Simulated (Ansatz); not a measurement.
Write a Python script for the Python package of Ansatz (0.2.0) that makes an equation of state with a fit of Si, space group I4/mmm. Level of theory (first run): PBE, PAW, cutoff 500 eV, 14×14×14 k-points, Fermi-Dirac smearing of 0.1 eV.

```yaml
crystal:
  lattice:
    - [-1.62691, 1.62691, 1.32033]
    - [1.62691, -1.62691, 1.32033]
    - [1.62691, 1.62691, -1.32033]
  atoms:
    - { symbol: Si, position: [0.00000, 0.00000, 0.00000] }
```

Script `eos_si.py`:
```python
"""Energy against volume for Si, with a fit."""

import warnings

import ansatz as az
import numpy as np
from pymatgen.analysis.eos import EOS

VECTORS = np.array([
    [-1.62691493, 1.62691493, 1.32032985],
    [1.62691493, -1.62691493, 1.32032985],
    [1.62691493, 1.62691493, -1.32032985],
])
SITES = [
    ("Si", [0.0, 0.0, 0.0]),
]


def make_crystal(cell):
    crystal = az.Crystal(lattice=az.Lattice.of(cell))
    for symbol, position in SITES:
        crystal = crystal.atom(symbol, position)
    return crystal


def main() -> None:
    warnings.simplefilter("ignore", az.DeckWarning)

    # scale the volume, keep shape and fractions
    volumes, energies, pressures = [], [], []
    for scale in np.linspace(0.92, 1.08, 7):
        cell = VECTORS * scale ** (1 / 3)
        calculation = (
            make_crystal(cell).calculation()
            .functional("pbe")
            .pseudopotentials("paw")
            .occupations("Fermi-Dirac", width=0.1)
            .basis(500)
            .kpoints(14, 14, 14)
            .stress()
        )
        data = calculation.run().report
        volumes.append(abs(np.linalg.det(cell)) / len(SITES))
        energies.append(data["free_energy_ev"] / len(SITES))
        pressures.append(np.trace(data["stress_gpa"]) / 3)
        print(f"V = {volumes[-1]:8.4f} A^3/atom  F = {energies[-1]:.5f} eV/atom  P = {pressures[-1]:8.3f} GPa")

    for form in ["murnaghan"]:
        fit = EOS(eos_name=form).fit(volumes, energies)
        print(f"{form:18s} V0 {fit.v0:8.4f} A^3/atom  B0 {fit.b0_GPa:7.1f} GPa  B1 {fit.b1:5.2f}")


if __name__ == "__main__":
    main()
```

```console
$ python eos_si.py
V =  12.8606 A^3/atom  F = -635.27070 eV/atom  P =   14.057 GPa
V =  13.2333 A^3/atom  F = -635.29851 eV/atom  P =    9.951 GPa
V =  13.6061 A^3/atom  F = -635.31744 eV/atom  P =    6.416 GPa
V =  13.9789 A^3/atom  F = -635.32876 eV/atom  P =    3.398 GPa
V =  14.3516 A^3/atom  F = -635.33362 eV/atom  P =    0.849 GPa
V =  14.7244 A^3/atom  F = -635.33301 eV/atom  P =   -1.321 GPa
V =  15.0972 A^3/atom  F = -635.32769 eV/atom  P =   -3.214 GPa
murnaghan          V0  14.4908 A^3/atom  B0    86.5 GPa  B1  4.99
```

A third-order Birch-Murnaghan fit through the 7 points (the script's own form differs a little) has its minimum at 14.49 Å³ an atom, 3.7 % above the typed cell, with a bulk modulus of 86 GPa and dB/dP = 5.2. From that minimum the energy rises by 63.3 meV an atom on the compressed side and 6.3 meV on the expanded side.

Notes:
- Total energies depend on the potentials; only differences at equal settings carry meaning.
- Shape and fractional positions are held along the curve, so the bulk modulus is an upper value where they are free to relax, by a factor of two or more in layered or hydrogen-bonded cells.
- Pressure is positive in compression.
- This isn't the structure that Si takes at ambient conditions.
- Timing: 14 s on 1 thread of Arm Neoverse V1, with other jobs on the host, peak memory 0.39 GiB.
